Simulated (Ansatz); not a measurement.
# SnO2: ab initio molecular dynamics

Computed with DFT PBE, scalar-relativistic, plane waves, PAW in Ansatz 0.2.0. Cutoff 420 eV, shifted (0.5, 0.5, 0.5 steps) 2×2×2 k-points, Fermi–Dirac smearing of 0.039 eV. The mesh is coarse. No spin polarisation.

18 atoms, starting at 1.01 times the perfect crystal's volume (space group I4_1/amd, not the usual structure, the cell as given, not relaxed at this level); Nosé–Hoover thermostat at 450 K, fixed cell; 54 steps of 2 fs. The run is short and not equilibrated.

First frame:

```
Sn O
1.0
    -4.01343   -4.01343    0.00000
    -2.00671   -2.00671    5.14070
    -8.02685    4.01343    0.00000
Sn O
6 12
Direct
  0.08333 0.50000 0.83333
  0.75000 0.50000 0.50000
  0.41667 0.50000 0.16667
  0.66667 0.00000 0.66667
  0.33333 0.00000 0.33333
  0.00000 0.00000 0.00000
  0.87014 0.59305 0.66667
  0.53681 0.59305 0.33333
  0.20348 0.59305 0.00000
  0.87986 0.90695 0.83333
  0.54652 0.90695 0.50000
  0.21319 0.90695 0.16667
  0.46319 0.40695 0.66667
  0.12986 0.40695 0.33333
  0.79652 0.40695 0.00000
  0.28681 0.09305 0.83333
  0.95348 0.09305 0.50000
  0.62014 0.09305 0.16667
```

- Mean temperature over the second half: 224 K
- Mean pressure over the second half (kinetic part included): 3.8 GPa
- Mean potential energy above the perfect crystal (as given, at volume ratio 1; besides heat the difference comes from the crystal's own pressure of 5.9 GPa; its own run had another smearing, without effect beside its gap): 31 meV/atom
- Drift of the conserved energy over the run: 0.15 meV/atom
- Mean-square drift of O from first to last step (mean shift of all atoms removed): 0.02 Å²
- Mean-square drift of Sn from first to last step (mean shift of all atoms removed): 0.01 Å²

Along the run (potential energy from its first value; pressure with the kinetic part):

```tsv
t (fs)	T (K)	ΔE_pot (meV/atom)	P (GPa)
0.0	450	0.0	4.5
4.0	412	4.7	4.4
8.0	324	15.5	4.4
12.0	238	26.2	4.5
16.0	194	31.6	4.3
20.0	196	31.4	4.1
24.0	218	28.8	3.9
28.0	229	27.7	3.8
32.0	218	29.4	4.0
36.0	196	32.3	4.2
40.0	183	34.3	4.5
44.0	182	34.7	4.8
48.0	186	34.7	5.0
52.0	183	35.4	5.0
56.0	178	36.5	5.0
60.0	184	36.3	4.7
64.0	208	34.0	4.3
68.0	243	30.3	3.8
72.0	271	27.9	3.4
76.0	276	28.2	3.0
80.0	261	31.0	2.8
84.0	236	34.9	2.9
88.0	208	39.0	3.0
92.0	183	42.8	3.3
96.0	172	44.7	3.7
100.0	192	42.9	4.0
104.0	245	37.1	4.3
108.0	313	29.6	4.4
```

Cost: 1 run of about 7.1 core-minutes (earlier runs that led there not counted), on Arm Neoverse V1 (shared hosts).